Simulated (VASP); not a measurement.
Here is a VASP 6.6.1 calculation.

The input INCAR:

```
  PREC = Accurate
  ENCUT = 600
  EDIFF = 1E-7
  ISMEAR = 0
  SIGMA = 0.02
  LREAL = False
  LASPH = True
  NELM = 80
  ALGO = Normal
  ISIF = 3
  LWAVE = False
  LCHARG = False
  IBRION = 2
  NSW = 90
  EDIFFG = -0.005
```

KPOINTS

```
Automatic mesh
0
Gamma
  6 6 8
```

The input POSCAR:

```
ZnO
1.0
    5.5175700700      0.0000000000      0.0000000000
    0.0000000000      5.5175700700      0.0000000000
    0.0000000000      0.0000000000      3.2587787700
Zn O
4 4
Direct
    0.1819728400      0.1819728400      0.5000000000
    0.8180271600      0.8180271600      0.5000000000
    0.6819728400      0.3180271600      0.0000000000
    0.3180271600      0.6819728400      0.0000000000
    0.8172472300      0.1827527700      0.5000000000
    0.1827527700      0.8172472300      0.5000000000
    0.6827527700      0.6827527700      0.0000000000
    0.3172472300      0.3172472300      0.0000000000
```

Potentials or basis: VASP PAW LDA potentials, release 64 (Zn, O).

The run is started by

```bash
$ cat potpaw_LDA.64/Zn/POTCAR potpaw_LDA.64/O/POTCAR > POTCAR
$ mpirun -np 1 vasp_std > vasp.out
```

Task: What does it give for the band gap on the k mesh?

Result: 0.79 eV, direct.

Task: Estimate the relaxed volume.

Result: 11.92 Å³/atom.

Task: Estimate the space group after relaxing (to 0.05 Å).

Result: P4_2/mnm (No. 136).

Task: What does it give for the relaxed cell?

Result: a = 5.449 Å, b = 5.449 Å, c = 3.212 Å, α = 90.00°, β = 90.00°, γ = 90.00°.

The path:
| step | energy change (eV) | largest force (eV/Å) | pressure (GPa) | volume (Å³) |
| --- | --- | --- | --- | --- |
| 1 | 0.0000 | 0.0491 | -5.53 | 99.21 |
| 2 | -0.0417 | 0.0147 | 3.86 | 93.19 |
| 3 | -0.0684 | 0.0276 | 0.00 | 95.43 |
| 4 | -0.0684 | 0.0200 | -0.02 | 95.42 |
| 5 | -0.0685 | 0.0145 | -0.02 | 95.42 |
| 6 | -0.0685 | 0.0172 | -0.01 | 95.42 |
| 7 | -0.0685 | 0.0126 | 0.00 | 95.41 |
| 8 | -0.0686 | 0.0059 | 0.02 | 95.39 |
| 9 | -0.0685 | 0.0074 | 0.07 | 95.36 |
| 10 | -0.0686 | 0.0009 | 0.06 | 95.38 |

LDA gaps usually lie below the measured ones, often by a third to a half.
